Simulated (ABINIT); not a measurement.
# Cu (P1) in ABINIT: single point with PBEsol

Aim: the single point of Cu with PBEsol.

All numbers are computed with ABINIT 10.8.3 (patched build); they aren't measurements. Logs are shortened: lines on timing, memory, paths and dates and some standing lists are left out, and cuts for length are marked. The log counts tension as positive stress, the text compression.

## (1) The cell of the first run

The typed cell holds 4 atoms: a = 2.531 Å, b = 2.531 Å, c = 8.262 Å, α = 90.00°, β = 90.00°, γ = 120.00°.

This isn't the form of Cu at room conditions, which is fcc.

## (2) Single point, PBEsol (atoms moved at random, drawn with an rms of 0.05 Å)

The input, run.abi:

```
# Pseudopotentials
pp_dirpath "./"
pseudos "Cu.upf"

# Structure
acell 4.7824508965 4.7824508966 15.6125677935
rprim
     1.0000000000     0.0000000000     0.0000000000
    -0.5000000000     0.8660254038     0.0000000000
     0.0000000000     0.0000000000     1.0000000000
ntypat 1
znucl 29
natom 4
typat 1 1 1 1
xcart
     1.2393758822     0.7351025551     6.2148182049
     0.0141507671     0.0375504978     4.1713573866
    -0.0485868732     1.4203766756     2.0237729129
    -0.0034608198     0.0357357653     0.0390535999 Angstrom
chkprim 0
chksymtnons 0
tolsym 1.0e-6

# Plane-wave basis
ecut 46.0

# k points
kptopt 1
ngkpt 12 12 4
nshiftk 1
shiftk 0.0 0.0 0.0

# Exchange and correlation
ixc -116133

# Bands and occupations
nband 46
occopt 3
tsmear 0.00183747

# SCF cycle
nstep 100
tolvrs 1.0e-10

# Output
iomode 3
prtwf 0
prteig 0
prtebands 0
enunit 1
prtden 1
prtvha 1
prtvclmb 1
prtpot 1
prtelf 1
```

Potentials or basis: PseudoDojo NC SR PBEsol v0.4.1 standard.

The run is started by

```bash
$ mpirun --bind-to none -np 4 abinit run.abi > log 2>&1
```

run.abo:

```text
.Version 10.8.3 of ABINIT
 Symmetries : space group P1 (#  1); Bravais aP (primitive triclinic)
================================================================================
 Values of the parameters that define the memory need of the present run
     intxc =       0    ionmov =       0      iscf =       7    lmnmax =       6
     lnmax =       6     mgfft =      96  mpssoang =       3    mqgrid =    4767
     natom =       4  nloc_mem =       1    nspden =       1   nspinor =       1
    nsppol =       1      nsym =       1    n1xccc =    2501    ntypat =       1
    occopt =       3   xclevel =       2
       mpw =        4646          nfft =       86400          nkpt =         292
================================================================================
================================================================================

--------------------------------------------------------------------------------
------------- Echo of variables that govern the present computation ------------
--------------------------------------------------------------------------------
 -outvars: echo values of preprocessed input variables --------
            acell      4.7824508965E+00  4.7824508966E+00  1.5612567794E+01 Bohr
              amu      6.35460000E+01
          chkprim           0
      chksymtnons           0
             ecut      4.60000000E+01 Hartree
           enunit           1
                       outvar_i_n : Printing only first  50 k-points.
              ixc     -116133
                       outvar_i_n : Printing only first  50 k-points.
         kptrlatt       12    0    0      0   12    0      0    0    4
          kptrlen      5.73894108E+01
            natom           4
            nband          46
            ngfft          30      30      96
             nkpt         292
            nstep         100
             nsym           1
           ntypat           1
                       prtocc : prtvol=0, do not print more k-points.
           occopt           3
        prtebands           0
           prteig           0
           prtelf           1
           prtpot           1
         prtvclmb           1
           prtvha           1
            prtwf           0
            rprim      1.0000000000E+00  0.0000000000E+00  0.0000000000E+00
                      -5.0000000000E-01  8.6602540380E-01  0.0000000000E+00
                       0.0000000000E+00  0.0000000000E+00  1.0000000000E+00
          spgroup           1
           tolsym      1.00000000E-06
           tolvrs      1.00000000E-10
           tsmear      1.83747000E-03 Hartree
            typat      1  1  1  1
                       outvars : Printing only first  50 k-points.
           xangst      1.2393758822E+00  7.3510255510E-01  6.2148182049E+00
                       1.4150767100E-02  3.7550497800E-02  4.1713573866E+00
                      -4.8586873200E-02  1.4203766756E+00  2.0237729129E+00
                      -3.4608198000E-03  3.5735765300E-02  3.9053599900E-02
            xcart      2.3420809844E+00  1.3891425036E+00  1.1744304330E+01
                       2.6741074291E-02  7.0960156734E-02  7.8827230340E+00
                      -9.1815883662E-02  2.6841229125E+00  3.8243765464E+00
                      -6.5400015931E-03  6.7530809317E-02  7.3800608042E-02
             xred      6.5742500045E-01  3.3540200024E-01  7.5223400051E-01
                       1.4158000019E-02  1.7132999994E-02  5.0489600034E-01
                       3.0483600019E-01  6.4806900042E-01  2.4495500016E-01
                       6.7850000023E-03  1.6305000001E-02  4.7270000052E-03
            znucl       29.00000

================================================================================

 chkinp: Checking input parameters for consistency.

================================================================================
== DATASET  1 ==================================================================

--- !DatasetInfo
iteration_state: {dtset: 1, }
dimensions: {natom: 4, nkpt: 292, mband: 46, nsppol: 1, nspinor: 1, nspden: 1, mpw: 4646, }
cutoff_energies: {ecut:  46.0, pawecutdg:  -1.0, }
electrons: {nelect:   7.60000000E+01, charge:   0.00000000E+00, occopt:   3.00000000E+00, tsmear:   1.83747000E-03, }
meta: {optdriver: 0, ionmov: 0, optcell: 0, iscf: 7, paral_kgb: 0, }
...

 Real(R)+Recip(G) space primitive vectors, cartesian coordinates (Bohr,Bohr^-1):
 R(1)=  4.7824509  0.0000000  0.0000000  G(1)=  0.2090978  0.1207227  0.0000000
 R(2)= -2.3912254  4.1417240  0.0000000  G(2)=  0.0000000  0.2414454  0.0000000
[... 67 lines left out ...]
- [  0.0000000,   0.0000000,  15.6125678, ]
lattice_lengths: [   4.78245,    4.78245,   15.61257, ]
lattice_angles: [ 90.000,  90.000, 120.000, ] # degrees, (23, 13, 12)
lattice_volume:   3.0924737E+02
convergence: {deltae: -4.434E-12, res2:  1.231E-11, residm:  6.890E-04, diffor: null, }
etotal    :  -7.57831287E+02
entropy   :   0.00000000E+00
fermie    :   3.74874923E-01
cartesian_stress_tensor: # hartree/bohr^3
- [  7.22508970E-05,   5.38080849E-06,  -6.62198618E-06, ]
- [  5.38080849E-06,   5.13645928E-05,  -1.06597486E-05, ]
- [ -6.62198618E-06,  -1.06597486E-05,   5.49028517E-05, ]
pressure_GPa:  -1.7507E+00
xred      :
- [  6.5743E-01,   3.3540E-01,   7.5223E-01, Cu]
- [  1.4158E-02,   1.7133E-02,   5.0490E-01, Cu]
- [  3.0484E-01,   6.4807E-01,   2.4496E-01, Cu]
- [  6.7850E-03,   1.6305E-02,   4.7270E-03, Cu]
cartesian_forces: # hartree/bohr
- [  9.40352942E-04,   8.11298538E-04,   3.08933730E-03, ]
- [ -1.16584083E-03,  -1.28227630E-03,  -6.88914606E-03, ]
- [  1.18719514E-03,   2.49362515E-03,   1.27769739E-02, ]
- [ -9.61707253E-04,  -2.02264738E-03,  -8.97716519E-03, ]
force_length_stats: {min:   3.32963571E-03, max:   1.30720565E-02, mean:   8.18944984E-03, }
...

 Integrated electronic density in atomic spheres:
 ------------------------------------------------
 Atom  Sphere_radius  Integrated_density
    1        2.00000         17.36037751
    2        2.00000         17.34468653
    3        2.00000         17.36346021
    4        2.00000         17.36687460
================================================================================

 ----iterations are completed or convergence reached----

 Mean square residual over all n,k,spin=   24.713E-08; max=  68.900E-05
 reduced coordinates (array xred) for    4 atoms
       0.657425000452      0.335402000237      0.752234000512
       0.014158000019      0.017132999994      0.504896000339
       0.304836000188      0.648069000416      0.244955000164
       0.006785000002      0.016305000001      0.004727000005
 rms dE/dt=  7.8282E-02; max dE/dt=  1.4019E-01; dE/dt below (all hartree)
    1      -0.004495651259     -0.001114527665     -0.048200919770
    2       0.005577117021      0.002520097296      0.107588828245
    3      -0.005676161941     -0.007492004775     -0.199449803551
    4       0.004600858227      0.006074639348      0.140188168401

 cartesian coordinates (angstrom) at end:
    1      1.23937588220000     0.73510255510000     6.21481820490000
    2      0.01415076710000     0.03755049780000     4.17135738660000
    3     -0.04858687320000     1.42037667560000     2.02377291290000
    4     -0.00346081980000     0.03573576530000     0.03905359990000

 cartesian forces (hartree/bohr) at end:
    1      0.00094035294210     0.00081129853812     0.00308933730438
    2     -0.00116584082712    -0.00128227630308    -0.00688914606082
    3      0.00118719513821     0.00249362514979     0.01277697394305
    4     -0.00096170725319    -0.00202264738484    -0.00897716518661
 frms,max,avg= 5.1480932E-03 1.2776974E-02  -3.221E-07  5.260E-07 -2.022E-06 h/b

 cartesian forces (eV/Angstrom) at end:
    1      0.04835489247304     0.04171864819893     0.15886011143075
    2     -0.05994994571926    -0.06593729862478    -0.35425413383414
    3      0.06104802854579     0.12822736080019     0.65701841668855
    4     -0.04945297529957    -0.10400871037435    -0.46162439428516
 frms,max,avg= 2.6472560E-01 6.5701842E-01  -1.656E-05  2.705E-05 -1.040E-04 e/A
 length scales=  4.782450896500  4.782450896600 15.612567793500 bohr
              =  2.530764024974  2.530764025026  8.261815074393 angstroms
 Fermi (or HOMO) energy (eV) =  10.20087   Average Vxc (eV)= -13.78712
 Eigenvalues (   eV  ) for nkpt= 292  k points:
 kpt#   1, nband= 46, wtk=  0.00174, kpt=  0.0000  0.0000  0.0000 (reduced coord)
-102.09739 -102.05747 -102.05512 -102.04558  -59.70297  -59.63268  -59.61441  -59.60552
 -59.60013  -59.56866  -59.56619  -59.56138  -59.55971  -59.55749  -59.55305  -59.55251
   0.54337    2.60799    2.83440    4.97823    6.82733    6.99557    7.16586    7.16935
   7.17283    7.18778    7.20744    7.37292    7.37733    7.42351    7.43128    7.89419
   7.94209    8.19711    8.20644    8.36424    8.37942    8.64742    8.68775    9.07529
  14.14628   22.58703   23.24166   31.67069   32.37386   32.42726
 prteigrs : prtvol=0 or 1, do not print more k-points.

--- !EnergyTerms
iteration_state     : {dtset: 1, }
comment             : Components of total free energy in Hartree
kinetic             :  3.47693276886852E+02
hartree             :  2.22605118436804E+02
xc                  : -9.24484755187132E+01
Ewald energy        : -4.89042052081378E+02
psp_core            :  2.12677882049859E+01
local_psp           : -6.34276515664788E+02
non_local_psp       : -1.33629955432309E+02
internal            : -7.57830815168545E+02
'-kT*entropy'       : -4.72068504968053E-04
total_energy        : -7.57831287237050E+02
total_energy_eV     : -2.06216398662963E+04
band_energy         : -7.09717737053343E+01
...

 Cartesian components of stress tensor (hartree/bohr^3)
  sigma(1 1)=  7.22508970E-05  sigma(3 2)= -1.06597486E-05
  sigma(2 2)=  5.13645928E-05  sigma(3 1)= -6.62198618E-06
  sigma(3 3)=  5.49028517E-05  sigma(2 1)=  5.38080849E-06

-Cartesian components of stress tensor (GPa)         [Pressure= -1.7507E+00 GPa]
- sigma(1 1)=  2.12569478E+00  sigma(3 2)= -3.13620631E-01
- sigma(2 2)=  1.51119849E+00  sigma(3 1)= -1.94825560E-01
- sigma(3 3)=  1.61529766E+00  sigma(2 1)=  1.58308851E-01

== END DATASET(S) ==============================================================
================================================================================

 -outvars: echo values of variables after computation  --------
            acell      4.7824508965E+00  4.7824508966E+00  1.5612567794E+01 Bohr
           etotal     -7.5783128724E+02
            fcart      9.4035294210E-04  8.1129853812E-04  3.0893373044E-03
                      -1.1658408271E-03 -1.2822763031E-03 -6.8891460608E-03
                       1.1871951382E-03  2.4936251498E-03  1.2776973943E-02
                      -9.6170725319E-04 -2.0226473848E-03 -8.9771651866E-03
            rprim      1.0000000000E+00  0.0000000000E+00  0.0000000000E+00
                      -5.0000000000E-01  8.6602540380E-01  0.0000000000E+00
                       0.0000000000E+00  0.0000000000E+00  1.0000000000E+00
           strten      7.2250897024E-05  5.1364592780E-05  5.4902851682E-05
                      -1.0659748584E-05 -6.6219861784E-06  5.3808084930E-06
           xangst      1.2393758822E+00  7.3510255510E-01  6.2148182049E+00
                       1.4150767100E-02  3.7550497800E-02  4.1713573866E+00
                      -4.8586873200E-02  1.4203766756E+00  2.0237729129E+00
                      -3.4608198000E-03  3.5735765300E-02  3.9053599900E-02
             xred      6.5742500045E-01  3.3540200024E-01  7.5223400051E-01
                       1.4158000019E-02  1.7132999994E-02  5.0489600034E-01
                       3.0483600019E-01  6.4806900042E-01  2.4495500016E-01
                       6.7850000023E-03  1.6305000001E-02  4.7270000052E-03
 Calculation completed.
```

Run time: 12 min. Hardware: 4 MPI ranks of Arm Neoverse V2, shared host; peak memory 1.2 GiB.

What came out:

| Item | Value |
| --- | --- |
| Free energy | -20621.6399 eV |
| Pressure | -1.8 GPa |
| Largest force | 0.672 eV/Å |
| Band gap on the k mesh | none (metal or under the smearing width) |
| Valence electrons inside the program's atomic spheres | Cu 17.36, 17.34, 17.37 (radii [1.0584] Å) |

Forces on the atoms (eV/Å):
```
Cu   0.048  0.042  0.159
Cu  -0.060 -0.066 -0.354
Cu   0.061  0.128  0.657
Cu  -0.049 -0.104 -0.462
```
